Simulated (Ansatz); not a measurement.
Ansatz input file:

```yaml
crystal:
  lattice:
    - [4.1863728356, 0.0, 0.0]
    - [0.0, 4.1863728356, 0.0]
    - [0.0, 0.0, 4.1863728356]
  atoms:
    - { symbol: Mg, position: [0.0, 0.0, 0.0] }
    - { symbol: Si, position: [0.5, 0.5, 0.0] }
    - { symbol: Si, position: [0.5, 0.0, 0.5] }
    - { symbol: Si, position: [0.0, 0.5, 0.5] }
basis:
  ecutwfc: 420
kpoints:
  mp_grid: { grid: [10, 10, 10] }
hamiltonian:
  xc: pbe
scf:
  occupations: { method: gaussian, width: 0.1 }
output:
  forces: true
  stress: true
  eigenvalues: true
  populations: true
```

It can be run as
```bash
ansatz run input.yaml --threads 1 --pin off --backend cpu --events-out ev --progress --plain --runs-dir out  # memory cap (--max-ram) not shown
```

Level of theory: DFT PBE, scalar-relativistic, plane waves, PAW in Ansatz.

Abridged output:

```
Pseudopotentials: kind: paw
Pseudopotential: Mg, paw, valence charge 10, recommended cutoff 420 eV (normal)
Pseudopotential: Si, paw, valence charge 4, recommended cutoff 420 eV (normal)
Functional definition: PBE
Crystal: 4 atoms, lattice volume = 73.369 Å³
Basis set: ecut = 420 eV, 1365 PW (Γ), exchange–correlation on 60×60×60 points (8 copies of the dense FFT grid, shifted against one another)
Bands: 15, of which v1, the nominal top of the filled ones, is band 11 counted from 1 (10 counted from 0)
Symmetry: 48 space group operations
Space group: Pm-3m (ITA 221), of the structure as read, at distance tolerance 4.2e-5 Å
k-points: 56 of 1000
Initial density: superposition of atomic densities (neutral atoms: chi_scale 0, normalization atom), corrected by the library's trained network
Initial wavefunctions: pseudopotential atomic-orbital guess
Functional: x = pbe(κ = 0.804, μ = 0.21951497), c = pbe(β = 0.06672455)
SCF iter   1: F=—  HF=-3829.769278 eV  |F-HF|=—  |Δ(HF+E_count)|=         —  Δρ=1.45e-3  dr2=1.59e-3  ethr=1.77e-3  ⟨swp⟩=5.6  Hψ=4839  notcnv=0
SCF iter   2: F=—  HF=-3829.769201 eV  |F-HF|=—  |Δ(HF+E_count)|=   7.64e-5  Δρ=9.34e-4  dr2=7.00e-4  ethr=7.21e-6  ⟨swp⟩=2.0  Hψ=1477  notcnv=0
SCF iter   3: F=—  HF=-3829.769228 eV  |F-HF|=—  |Δ(HF+E_count)|=   2.64e-5  Δρ=3.22e-4  dr2=6.67e-5  ethr=3.18e-6  ⟨swp⟩=2.0  Hψ=1455  notcnv=0
SCF iter   4: F=—  HF=-3829.769196 eV  |F-HF|=—  |Δ(HF+E_count)|=   3.15e-5  Δρ=1.19e-4  dr2=6.51e-6  ethr=3.03e-7  ⟨swp⟩=2.1  Hψ=1264  notcnv=0
SCF iter   5: F=—  HF=-3829.769194 eV  |F-HF|=—  |Δ(HF+E_count)|=   2.04e-6  Δρ=5.09e-5  dr2=5.27e-7  ethr=2.96e-8  ⟨swp⟩=2.0  Hψ=1403  notcnv=0
SCF iter   6: F=-3829.769193 eV  HF=-3829.769193 eV  |F-HF|=8.22e-8  |Δ(HF+E_count)|=   8.74e-7  Δρ=1.19e-5  dr2=3.04e-8  ethr=4.55e-10  ⟨swp⟩=5.1  Hψ=3792  notcnv=0
SCF 1 converged in 6 iterations: F = -3829.769193 eV  dr2 = 3.04e-8
SCF converged after 6 iterations
Free energy (F): -3829.769193 eV
Harris-Foulkes:  -3829.769193 eV  (|F-HF|=8.22e-8)
Internal energy: -3829.762222 eV  (E = F + TS)
E sigma→0 (E₀):  -3829.765708 eV
Entropy (-TS):   -0.006971 eV (-1.743 meV/atom)
Fermi energy:    7.754582 eV
--- Per-component energies (eV) ---
  E_band       = -306.749203
  E_kinetic    = 187.947272
  E_local      = -1761.353597  (includes V_loc(G=0)·N_el)
  E_nonlocal   = 171.719653
  E_hartree    = 651.689089
  E_xc         = -192.488300
  E_vxc        = -174.734282  (∫ρ·V_xc dr)
  E_paw        = -1828.471683  (= ΣΔE_a)
  E_vpaw       = -33.712763  (= ΣTr[D̂ρ^β])
  E_aug_tail   = 0.000023  (compensation charges beyond the density's cutoff)
  E_ewald      = -1058.804681
  E_smearing   = -0.006971  (= −TS)
--- Forces (eV/Å), atoms counted from 1 ---
  atom   1  Mg     0.00000000     0.00000000     0.00000000
  atom   2  Si     0.00000000     0.00000000     0.00000000
  atom   3  Si     0.00000000     0.00000000     0.00000000
  atom   4  Si     0.00000000     0.00000000     0.00000000
--- Stress (GPa, compression-positive) ---
       -7.757881       0.000000       0.000000
        0.000000      -7.757881       0.000000
        0.000000       0.000000      -7.757881
  P = ⅓ Tr σ = -7.7579 GPa (-77.579 kbar)
--- Band table (eV; the first three rows and the last of 56) ---
  k-point 0: bands = ["-68.4901", "-35.2455", "-35.2455", "-35.2455", "-3.9983", "3.2092", "3.2092", "4.1175", "4.1175", "4.1175", "7.5344", "10.2911", "10.2911", "10.2911", "12.4175"]
  k-point 1: bands = ["-68.4901", "-35.2455", "-35.2455", "-35.2455", "-3.9194", "2.3256", "3.2696", "4.1902", "4.1902", "4.8776", "7.8829", "9.8180", "9.8978", "9.8978", "11.8212"]
  k-point 2: bands = ["-68.4901", "-35.2457", "-35.2455", "-35.2455", "-3.6846", "1.1386", "3.4427", "4.4058", "4.4058", "5.7013", "8.9056", "8.9121", "8.9751", "8.9751", "10.7936"]
  k-point 55: bands = ["-68.4901", "-35.2460", "-35.2460", "-35.2460", "0.7325", "0.7325", "0.7325", "2.2086", "3.0913", "3.0913", "3.0913", "6.2179", "14.3664", "14.3664", "14.3664"]
--- Löwdin populations: 4 sites ---
  site symbol q [e]
     0     Mg      8.5883
     1     Si      4.3606
     2     Si      4.3606
     3     Si      4.3606
  spilling = 0.014998 (of n_electrons = 22.000000)
```

The calculation finished and met its thresholds.